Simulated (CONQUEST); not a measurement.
The system is Nb3Sn.

```
Sn Nb
1.0
     5.28210    0.00000    0.00000
     0.00000    5.28210    0.00000
     0.00000    0.00000    5.28210
Sn Nb
2 6
Direct
  0.50000 0.50000 0.50000
  0.00000 0.00000 0.00000
  0.25000 0.50000 0.00000
  0.75000 0.50000 0.00000
  0.00000 0.25000 0.50000
  0.50000 0.00000 0.25000
  0.00000 0.75000 0.50000
  0.50000 0.00000 0.75000
```

```yaml
Program: CONQUEST 1.3
Task: single point
Functional: PBE
Potentials_or_basis: PseudoDojo NC PBE, DZP, grid cutoff 120 Ha
k_mesh: 5 × 5 × 5
Occupations: fermi-dirac, width 0.05 eV
Spin: no spin polarisation
```

On this cell: pressure 5.5 GPa; largest force zero by symmetry; band gap on the k mesh none (metal or under the smearing width).

The same run follows on a disturbed copy (atoms moved at random, drawn with an rms of 0.05 Å):

```
Sn Nb
1.0
     5.28210    0.00000    0.00000
     0.00000    5.28210    0.00000
     0.00000    0.00000    5.28210
Sn Nb
2 6
Cartesian
  2.6580 2.6651 2.5983
  5.2024 5.2702 5.2516
  1.2540 2.6101 0.0165
  3.9413 2.6427 5.2558
  5.2796 1.3182 2.6558
  2.6114 0.0103 1.3084
  5.2432 3.9433 2.6153
  2.6763 5.2682 3.9423
```

What changes?

The energy (extrapolated to zero smearing) moves by +9.0 meV/atom; pressure 5.8 GPa; largest force 0.931 eV/Å; band gap on the k mesh none (metal or under the smearing width).

Forces in eV/Å, atoms in the order of the input:
```
Sn  -0.464 -0.313  0.345
Sn   0.875 -0.012  0.318
Nb   0.474  0.075 -0.231
Nb  -0.193 -0.032 -0.118
Nb   0.116 -0.067 -0.172
Nb  -0.420  0.103 -0.029
Nb   0.267  0.139 -0.105
Nb  -0.655  0.100 -0.017
```

Stress tensor (GPa, compression positive):
```
 6.07  0.54  0.80
 0.54  6.36 -0.10
 0.80 -0.10  4.88
```

Caveats: the basis of atomic orbitals isn't converged, which shifts pressures, moduli and gaps.
